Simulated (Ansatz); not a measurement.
A run of Ansatz 0.2.0:

Contents of input.yaml:

```yaml
crystal:
  lattice:
    - [-1.51435, 1.51435, 1.51435]
    - [1.51435, -1.51435, 1.51435]
    - [1.51435, 1.51435, -1.51435]
  atoms:
    - { symbol: V, position: [0.0, 0.0, 0.0], spin: 2.0 }
kpoints:
  mp_grid: { grid: [10, 10, 10] }
scf:
  occupations: { method: fermi_dirac, width: 0.05 }
hamiltonian:
  xc: pbe
  pseudopotentials: { kind: all_electron, lapw: { basis_error: 0.001 } }
magnetization:
  spin_polarized: true
output: {}
phonons:
  method: fd
  supercell: [2, 2, 2]
  qpath:
    path:
      - [0.0, 0.0, 0.0]
      - [0.5, -0.5, 0.5]
      - [0.0, 0.0, 0.5]
      - [0.0, 0.0, 0.0]
      - [0.25, 0.25, 0.25]
      - [0.5, -0.5, 0.5]
    npoints: 8
```

Potentials or basis: all-electron LAPW, scalar-relativistic.

Command:

```sh
$ ansatz run input.yaml --threads 2 --pin off --max-ram 6144MiB --backend cpu --events-out ev --progress --plain --runs-dir out
```

Hardware: 2 threads of Arm Neoverse V1, with other jobs on the host.

Estimate the wall time of this run.

Wall time 2.5 min on 2 threads of Arm Neoverse V1, with other jobs on the host, peak memory 1.1 GiB. Counts: scf iterations 14, plane waves 1157, k points 10, bands 12.
